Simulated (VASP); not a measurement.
# BN (F-43m) in VASP: notebook

Runs on BN. Level: LDA. Tasks: single point, relaxation of cell and atoms.

All numbers are computed with VASP 6.6.1; they aren't measurements. Logs are shortened: lines on timing, memory, paths and dates and some standing lists are left out, and cuts for length are marked.

**The experiment to reproduce.**

A printed reference work, monograph reports, for a bulk crystal of BN at 300 K: band gap 6.4 eV (indirect).

The runs below are set against these values where they give the same quantity.

**1. The cell of the first run**

Symmetry: F-43m, No. 216, cubic system. The conventional cell has a = 3.581 Å, b = 3.581 Å, c = 3.581 Å, α = 90.00°, β = 90.00°, γ = 90.00°. Within 2.1 Å of B (site symmetry -43m) lie 4 N at 1.55 Å. Within 2.1 Å of N (site symmetry -43m) lie 4 B at 1.55 Å.

**2. Single point, LDA**

File INCAR:

```
SYSTEM = BN
  PREC = Accurate
  ENCUT = 600
  EDIFF = 1E-6
  ISMEAR = 0
  SIGMA = 0.02
  LREAL = .False.
  LASPH = .True.
  NELM = 120
  ALGO = Normal
  ISIF = 2
  LWAVE = .False.
  LCHARG = .True.
  GGA = CA
  LELF = .True.
  LVHAR = .True.
  NBANDS = 11
  GGA_COMPAT = .False.
```

File KPOINTS:

```
Automatic mesh
0
Gamma
  12 12 12
  0 0 0
```

File POSCAR:

```
BN
1.0
    0.0000000000      1.7902747227      1.7902747227
    1.7902747227      0.0000000000      1.7902747227
    1.7902747227      1.7902747227      0.0000000000
B N
1 1
Direct
    0.0000000000      0.0000000000      0.0000000000
    0.7500000000      0.7500000000      0.7500000000
```

Potentials or basis: VASP PAW LDA potentials, release 64 (B, N).

Command:

```sh
$ cat potpaw_LDA.64/B/POTCAR potpaw_LDA.64/N/POTCAR > POTCAR
$ mpirun -np 1 vasp_std > vasp.out
```

OUTCAR:

```text
SYSTEM = BN
   PREC = Accurate
   ENCUT = 600
   EDIFF = 1E-6
   ISMEAR = 0
   LREAL = .False.
   LASPH = .True.
   NELM = 120
   ISIF = 2
   GGA = CA

 ion  position               nearest neighbor table
   1  0.000  0.000  0.000-   2 1.55   2 1.55   2 1.55   2 1.55
   2  0.750  0.750  0.750-   1 1.55   1 1.55   1 1.55   1 1.55

  LATTYP: Found a face centered cubic cell.
 ALAT       =     3.5805494454

  Lattice vectors:

 A1 = (   0.0000000000,   1.7902747227,   1.7902747227)
 A2 = (   1.7902747227,   0.0000000000,   1.7902747227)
 A3 = (   1.7902747227,   1.7902747227,   0.0000000000)

Analysis of symmetry for initial positions (statically):
=====================================================================
 Subroutine PRICEL returns:
 Original cell was already a primitive cell.

 Routine SETGRP: Setting up the symmetry group for a
 face centered cubic supercell.

 Subroutine GETGRP returns: Found 24 space group operations
 (whereof 24 operations were pure point group operations)
 out of a pool of 48 trial point group operations.

The static configuration has the point symmetry T_d .

Analysis of symmetry for dynamics (positions and initial velocities):
=====================================================================
 Subroutine PRICEL returns:
 Original cell was already a primitive cell.

 Routine SETGRP: Setting up the symmetry group for a
 face centered cubic supercell.

 Subroutine GETGRP returns: Found 24 space group operations
 (whereof 24 operations were pure point group operations)
 out of a pool of 48 trial point group operations.

The dynamic configuration has the point symmetry T_d .

 Subroutine INISYM returns: Found 24 space group operations
 (whereof 24 operations are pure point group operations),
 and found     1 'primitive' translations

----------------------------------------------------------------------------------------

                                     Primitive cell

  volume of cell :      11.4760

  direct lattice vectors                    reciprocal lattice vectors
     0.000000000  1.790274723  1.790274723    -0.279286745  0.279286745  0.279286745
     1.790274723  0.000000000  1.790274723     0.279286745 -0.279286745  0.279286745
     1.790274723  1.790274723  0.000000000     0.279286745  0.279286745 -0.279286745

  length of vectors
     2.531830793  2.531830793  2.531830793     0.483738832  0.483738832  0.483738832

  position of ions in fractional coordinates (direct lattice)
     0.000000000  0.000000000  0.000000000
     0.750000000  0.750000000  0.750000000

  ion indices of the primitive-cell ions
   primitive index   ion index
                 1           1
                 2           2

----------------------------------------------------------------------------------------

 KPOINTS: Automatic mesh

Automatic generation of k-mesh.
 Grid dimensions read from file:
 generate k-points for:   12   12   12

 Generating k-lattice:

  Cartesian coordinates                     Fractional coordinates (reciprocal lattice)
    -0.023273895  0.023273895  0.023273895     0.083333333  0.000000000  0.000000000
     0.023273895 -0.023273895  0.023273895     0.000000000  0.083333333  0.000000000
     0.023273895  0.023273895 -0.023273895     0.000000000  0.000000000  0.083333333

  Length of vectors
     0.040311569  0.040311569  0.040311569

  Shift w.r.t. Gamma in fractional coordinates (k-lattice)
     0.000000000  0.000000000  0.000000000

 Subroutine IBZKPT returns following result:
 ===========================================

 Found     72 irreducible k-points:

 Following reciprocal coordinates:
            Coordinates               Weight
  0.000000  0.000000  0.000000      1.000000
  0.083333  0.000000  0.000000      8.000000
  0.166667  0.000000  0.000000      8.000000
  0.250000  0.000000  0.000000      8.000000
  0.333333  0.000000  0.000000      8.000000
  0.416667  0.000000  0.000000      8.000000
[... 16 lines left out ...]
  0.500000  0.166667  0.000000     24.000000
 -0.416667  0.166667  0.000000     24.000000
 [... further k-points ...]
   k-points           NKPTS =     72   k-points in BZ     NKDIM =     72   number of bands    NBANDS=     11
   number of dos      NEDOS =    301   number of ions     NIONS =      2
   total plane-waves  NPLWV =   8000
   dimension x,y,z NGX =    20 NGY =   20 NGZ =   20
   dimension x,y,z NGXF=    40 NGYF=   40 NGZF=   40
   ions per type =               1   1
   NGX,Y,Z   is equivalent  to a cutoff of  13.13, 13.13, 13.13 a.u.
   NGXF,Y,Z  is equivalent  to a cutoff of  26.26, 26.26, 26.26 a.u.
 SYSTEM =  BN
   PREC   = accura    normal or accurate (medium, high low for compatibility)
   ISTART =      0    job   : 0-new  1-cont  2-samecut
   ICHARG =      2    charge: 1-file 2-atom 10-const
   ISPIN  =      1    spin polarized calculation?
   LNONCOLLINEAR =      F non collinear calculations
   LSORBIT =      F    spin-orbit coupling
   LASPH  =      T    aspherical Exc in radial PAW
   ENCUT  =  600.0 eV  44.10 Ry    6.64 a.u.   5.06  5.06  5.06*2*pi/ulx,y,z
   NELM   =    120;   NELMIN=  2; NELMDL= -5     # of ELM steps
   EDIFF  = 0.1E-05   stopping-criterion for ELM
   LREAL  =      F    real-space projection
   EDIFFG = 0.1E-04   stopping-criterion for IOM
   NSW    =      0    number of steps for IOM
   IBRION =     -1    ionic relax: 0-MD 1-quasi-New 2-CG
   NFREE  =      0    steps in history (QN), initial steepest desc. (CG)
   ISIF   =      2    stress and relaxation
   ISYM   =      2    0-nonsym 1-usesym 2-fastsym
   POTIM  = 0.5000    time-step for ionic-motion
   TEBEG  =    0.0;   TEEND  =   0.0 temperature during run
   PSTRESS=    0.0 pullay stress
   NELECT =       8.0000    total number of electrons
   NUPDOWN=      -1.0000    fix difference up-down
   EMIN   =  10.00;   EMAX   =-10.00  energy-range for DOS
   EFERMI =   0.00;   METHOD = LEGACY
   ISMEAR =     0;   SIGMA  =   0.02  broadening in eV -4-tet -1-fermi 0-gaus
   EFERMI_NEDOS =   21; number of points for ismear=-14 and -15
   IALGO  =     38    algorithm
   IMIX   =      4    mixing-type and parameters
     AMIX     =   0.40;   BMIX     =  1.00
     AMIX_MAG =   1.60;   BMIX_MAG =  1.00
  volume/ion in A,a.u.               =       5.74        38.72
  Fermi-wavevector in a.u.,A,eV,Ry     =   1.451583  2.743094 28.668736  2.107093
  Thomas-Fermi vector in A             =   2.569063
   LORBIT       =      0    0 simple, 1 ext, 2 COOP (PROOUT), +10 PAW based schemes
   GGA     = CA    functional components
   LHFCALC =     F    Hartree Fock is set to
   AEXX    =    0.0000 exact exchange contribution
   IVDW    =     0    specifies the selected vdW correction
   LEPSILON=     F    determine dielectric tensor
   LRPA    =     F    only Hartree local field effects (RPA)
 non-spin polarized calculation
 Gauss-broadening in eV      SIGMA  =   0.02
  energy-cutoff  :      600.00
  volume of cell :       11.48
 maximum number of plane-waves:       392
   NGX = 11   NGY = 11   NGZ = 11

 number of electron       7.9999999 magnetization

 Free energy of the ion-electron system (eV)
  ---------------------------------------------------
  ext. energy  EPLUGINS =         0.00000000
  ---------------------------------------------------
  free energy    TOTEN  =       -19.41630811 eV

  energy without entropy =      -19.41630811  energy(sigma->0) =      -19.41630811

 E-fermi :   7.8567     XC(G=0): -13.2435

 val. band max:        7.7515540060   @ k =   0.0000   0.0000   0.0000
 cond. band min:      12.1290189820   @ k =   0.5000   0.5000   0.0000
 fundamental gap:      4.3774649761
 Fermi energy:         7.8567410982

 k-point     1 :       0.0000    0.0000    0.0000
  band No.  band energies     occupation
      1     -12.6464      2.00000
      2       7.7516      2.00000
      3       7.7516      2.00000
      4       7.7516      2.00000
      5      16.5708      0.00000
      6      16.5708      0.00000
      7      16.5708      0.00000
      8      18.6620      0.00000
      9      32.7878      0.00000
     10      35.8949      0.00000
     11      35.8949      0.00000

 k-point     2 :       0.0833    0.0000    0.0000
  band No.  band energies     occupation
      1     -12.4730      2.00000
      2       6.8286      2.00000
      3       7.5636      2.00000
      4       7.5636      2.00000
      5      16.8402      0.00000
      6      16.8543      0.00000
      7      16.8543      0.00000
      8      19.1743      0.00000
      9      32.4630      0.00000
     10      33.5055      0.00000
     11      33.5055      0.00000

 k-point     3 :       0.1667    0.0000    0.0000
  band No.  band energies     occupation
      1     -11.9584      2.00000
      2       4.6973      2.00000
      3       7.1077      2.00000
      4       7.1077      2.00000
      5      17.2753      0.00000
      6      17.5092      0.00000
      7      17.5092      0.00000
      8      20.3957      0.00000
      9      31.7635      0.00000
     10      31.9093      0.00000
     11      31.9093      0.00000

 k-point     4 :       0.2500    0.0000    0.0000
  band No.  band energies     occupation
      1     -11.1242      2.00000
      2       2.1831      2.00000
      3       6.5836      2.00000
      4       6.5836      2.00000
      5      17.6821      0.00000
      6      18.1274      0.00000
      7      18.1274      0.00000
      8      21.6126      0.00000
      9      31.2065      0.00000
     10      31.4982      0.00000
     11      31.4982      0.00000
[... 239 lines left out ...]
 k-point    22 :       0.4167    0.1667    0.0000
  band No.  band energies     occupation
      1      -9.0937      2.00000
      2      -0.5838      2.00000
      3       4.5595      2.00000
      4       4.6925      2.00000
      5      16.2861      0.00000
      6      20.4359      0.00000
      7      20.7264      0.00000
      8      21.7039      0.00000
      9      28.2128      0.00000
     10      34.2871      0.00000
     11      36.4184      0.00000

 k-point    23 :       0.5000    0.1667    0.0000
  band No.  band energies     occupation
      1      -8.0563      2.00000
      2      -2.2224      2.00000
      3       3.9563      2.00000
      4       4.7700      2.00000
      5      16.6292      0.00000
      6      20.4241      0.00000
      7      20.4695      0.00000
      8      23.0110      0.00000
      9      28.5663      0.00000
     10      34.4631      0.00000
     11      35.5964      0.00000

 k-point    24 :      -0.4167    0.1667    0.0000
  band No.  band energies     occupation
      1      -7.8517      2.00000
      2      -2.5133      2.00000
      3       3.5396      2.00000
      4       5.0970      2.00000
      5      17.0808      0.00000
      6      20.0643      0.00000
      7      20.2950      0.00000
      8      23.6459      0.00000
      9      28.8490      0.00000
     10      33.2880      0.00000
     11      34.7251      0.00000

 [... further k-points ...]

------------------------ aborting loop because EDIFF is reached ----------------------------------------

  FORCE on cell =-STRESS in cart. coord.  units (eV):
  Direction    XX          YY          ZZ          XY          YZ          ZX
  --------------------------------------------------------------------------------------
  -------------------------------------------------------------------------------------
  Total        0.0545249      0.0545249      0.0545249      0.0000000      0.0000000      0.0000000
  in kB        7.6123127      7.6123127      7.6123127      0.0000000      0.0000000      0.0000000
  external PRESSURE =       7.6123127 kB  Pullay stress =       0.0000000 kB

 VOLUME and BASIS-vectors are now :
 -----------------------------------------------------------------------------
  energy-cutoff  :      600.00
  volume of cell :       11.48
      direct lattice vectors                 reciprocal lattice vectors
     0.000000000  1.790274723  1.790274723    -0.279286745  0.279286745  0.279286745
     1.790274723  0.000000000  1.790274723     0.279286745 -0.279286745  0.279286745
     1.790274723  1.790274723  0.000000000     0.279286745  0.279286745 -0.279286745

 POSITION                                       TOTAL-FORCE (eV/Angst)
 -----------------------------------------------------------------------------------
      0.00000      0.00000      0.00000        -0.000000      0.000000      0.000000
      2.68541      2.68541      2.68541         0.000000     -0.000000     -0.000000
 -----------------------------------------------------------------------------------
    total drift:                                0.000000      0.000000      0.000000

  FREE ENERGIE OF THE ION-ELECTRON SYSTEM (eV)
  ---------------------------------------------------
  free  energy   TOTEN  =       -19.4163081140 eV

  energy  without entropy=      -19.4163081140  energy(sigma->0) =      -19.41630811
```

It took 5.3 s on 1 thread of Intel Xeon 6975P-C (Granite Rapids), shared host; peak memory 0.12 GiB.

Results:

- Free energy: -19.4163 eV
- Pressure: 0.8 GPa
- Band gap on the k mesh: 4.38 eV (least direct gap 8.82 eV)

Levels at points of the mesh, in eV from the valence-band top:
| k point | band 1 | band 2 | band 3 | band 4 | band 5 | band 6 | band 7 | band 8 | band 9 |
| --- | --- | --- | --- | --- | --- | --- | --- | --- | --- |
| (0.00, 0.00, 0.00) | -20.40 | 0.00 | 0.00 | 0.00 | 8.82 | 8.82 | 8.82 | 10.91 | 25.04 |
| (0.50, 0.00, 0.00) | -15.98 | -10.98 | -2.00 | -2.00 | 10.59 | 10.72 | 10.72 | 15.31 | 23.50 |
| (0.50, 0.50, 0.00) | -14.56 | -9.07 | -5.07 | -5.07 | 4.38 | 9.31 | 18.14 | 18.14 | 21.00 |

**3. Relaxation of cell and atoms, LDA**

This run uses another cell than the first one, of 5.91 Å³/atom.

File INCAR:

```
PREC = Accurate ; ENCUT = 600
EDIFF = 1E-7 ; ISMEAR = 0
SIGMA = 0.1 ; LREAL = F
LASPH = T ; NELM = 120
ALGO = Normal ; ISIF = 3
LWAVE = F ; LCHARG = F
IBRION = 2 ; NSW = 100
EDIFFG = -0.05 ; GGA_COMPAT = F
NELMIN = 4
```

File KPOINTS:

```
regular mesh
0
Gamma
  10 10 10
```

File POSCAR:

```
BN
1.0
    0.0000000000      1.8075000000      1.8075000000
    1.8075000000      0.0000000000      1.8075000000
    1.8075000000      1.8075000000      0.0000000000
B N
1 1
Direct
    0.0000000000      0.0000000000      0.0000000000
    0.7500000000      0.7500000000      0.7500000000
```

Potentials or basis: VASP PAW LDA potentials, release 64 (B, N).

Command:

```sh
$ cat potpaw_LDA.64/B/POTCAR potpaw_LDA.64/N/POTCAR > POTCAR
$ mpirun -np 1 vasp_std > vasp.out
```

It took 7.1 s on 1 thread of Intel Xeon 6975P-C (Granite Rapids), shared host; peak memory 0.11 GiB.

It converged, with:

| Property | Result |
| --- | --- |
| Free energy | -19.4173 eV |
| Relaxed volume | 5.75 Å³/atom |
| Relaxed cell | a = 2.533 Å, b = 2.533 Å, c = 2.533 Å, α = 60.00°, β = 60.00°, γ = 60.00° |
| Space group after relaxing (to 0.1 Å) | F-43m (No. 216) |
| Energy gained by relaxing | 5.2 meV/atom |
| Ionic steps | 3 |
| Pressure after relaxing | -0.1 GPa |
| Band gap on the k mesh | 4.38 eV (least direct gap 8.81 eV) |

The path:
| step | energy change (eV) | largest force (eV/Å) | pressure (GPa) | volume (Å³) |
| --- | --- | --- | --- | --- |
| 1 | 0.0000 | 0.0000 | -10.33 | 11.81 |
| 2 | 0.0016 | 0.0000 | 12.10 | 11.17 |
| 3 | -0.0104 | 0.0000 | -0.06 | 11.50 |

Final structure:
```
B N
1.0
     0.00000    1.79138    1.79138
     1.79138    0.00000    1.79138
     1.79138    1.79138    0.00000
B N
1 1
Direct
  0.00000 0.00000 0.00000
  0.75000 0.75000 0.75000
```

Levels at points of the mesh, in eV from the valence-band top:
```
           k point  band 1  band 2  band 3  band 4  band 5  band 6  band 7  band 8
(0.00, 0.00, 0.00)  -20.38    0.00    0.00    0.00    8.81    8.81    8.81   10.88
(0.50, 0.00, 0.00)  -15.96  -10.96   -2.00   -2.00   10.56   10.71   10.71   15.29
(0.50, 0.50, 0.00)  -14.55   -9.06   -5.06   -5.06    4.38    9.30   18.11   18.11
```

(Part 1 of 2 ends here.)
